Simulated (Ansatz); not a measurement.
**C: frozen-core PAW against all-electron methods**

```
C
1.0
     1.22589    0.70777   11.11271
    -1.22589    0.70777   11.11271
     0.00000   -1.41553   11.11271
C
4
Cartesian
  0.0000 0.0000 1.6669
  0.0000 0.0000 31.6712
  0.0000 0.0000 9.4347
  0.0000 0.0000 23.9034
```

Atom numbers follow the list: C1, C2, C3, C4.

The conventional cell has a = 2.452 Å, b = 2.452 Å, c = 33.338 Å, α = 90.00°, β = 90.00°, γ = 120.00°. C (atom 1) is surrounded by 3 C at 1.42 Å. Around C (atom 3) lie 3 C at 1.42 Å.

The cell is COD entry 1000065, as deposited and not checked against the literature; nothing was relaxed. The listed cell was then made from it by scaling, straining or moving an atom.

All numbers are computed: DFT, PBE, PAW with Ansatz's default frozen-core files, scalar-relativistic (Ansatz 0.2.0); DFT, PBE, all-electron PAW with datasets made for the crystal, scalar-relativistic (Ansatz 0.2.0); DFT, PBE, all-electron LAPW, scalar-relativistic (Ansatz 0.2.0).

For PAW: a Γ-centred 15×15×15 k mesh, Fermi–Dirac smearing of 0.08 eV, cutoff 420 eV, no spin polarisation. The crystal-made all-electron datasets (AE datasets) take a cutoff of 600 eV at this cell. LAPW targets a basis error of 1 meV/atom. The Ansatz runs share mesh, smearing and spin set-up. Plane-wave (PAW) pressures include the program's estimate of the Pulay term.

Stress and pressure are positive in compression.

The change that made this cell: volume scaled by 0.99.

```
             quantity    PAW  AE datasets   LAPW
       pressure (GPa)   3.34         3.30   3.30
      stress xx (GPa)   4.49         4.42   4.42
      stress zz (GPa)   1.04         1.04   1.04
force on C1, z (eV/Å)  0.232        0.232  0.232
force on C3, z (eV/Å)  0.118        0.118  0.118
```

PAW's pressure differs from the LAPW value by +0.04 GPa.
